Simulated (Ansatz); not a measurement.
HgSe:

```
Hg Se
1.0
     0.00000    3.03900    3.03900
     3.03900    0.00000    3.03900
     3.03900    3.03900    0.00000
Hg Se
1 1
Cartesian
  0.0000 0.0000 0.0000
  4.5585 4.5585 4.5585
```

```yaml
Program: Ansatz 0.2.0
Task: relaxation of cell and atoms
Functional: PBEsol
Potentials_or_basis: all-electron LAPW, scalar-relativistic
Basis_error_allowed: 0.001 eV/atom
k_mesh: 8 × 8 × 8
Occupations: fermi-dirac, width 0.05 eV
Spin: no spin polarisation
```

At the start: volume 28.07 Å³/atom.

**Question.** Where does the relaxation end?

**Answer.** Over 4 steps the energy falls by 3.6 meV/atom and the volume is 28.86 Å³/atom (+2.8 %); space group F-43m (No. 216, to 0.05 Å).

The path:
```csv
step,energy change (eV),largest force (eV/Å),volume (Å³)
1,0.0000,0.0000,56.13
2,-0.0064,0.0000,58.22
3,-0.0072,0.0000,57.72
4,-0.0072,0.0000,57.72
```

Final structure:
```
Hg Se
1.0
     0.00000    3.06740    3.06740
     3.06740    0.00000    3.06740
     3.06740    3.06740    0.00000
Hg Se
1 1
Cartesian
  0.0000 0.0000 0.0000
  4.6011 4.6011 4.6011
```
